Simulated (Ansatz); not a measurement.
## Property card for Se

Theory: Ansatz 0.2.0, DFT PBEsol, scalar-relativistic, plane waves, PAW.

Plane waves to 420 eV, a k mesh through Γ of 18×18×18 on the computed 1-atom cell and Gaussian smearing (0.10 eV); no spin polarisation.

The structure is relaxed at this level of theory with its symmetry kept. This bcc form isn't the element's structure at ambient conditions.

```
CELL_PARAMETERS angstrom
-1.68766 1.68766 1.68766
1.68766 -1.68766 1.68766
1.68766 1.68766 -1.68766
ATOMIC_POSITIONS crystal
Se 0.00000 0.00000 0.00000
```

| Quantity | Value |
| --- | --- |
| Space group | Im-3m (No. 229) |
| Volume per atom | 19.23 Å³ |
| Formation energy from the elements' standard states (uncorrected) | +0.457 eV/atom |
| Kohn–Sham band gap | none (metal) |
| Density of states at the Fermi level | 0.73 states/eV per cell |
| Löwdin character within 0.5 eV of the Fermi level | Se 4p 95 % |
| Bulk modulus | 87 GPa |
| Its pressure derivative | 5.4 |
| Bader charges (e) | Se (1 in the cell) 0.00 |

Spin polarisation was left out, and a magnetic state may lie lower.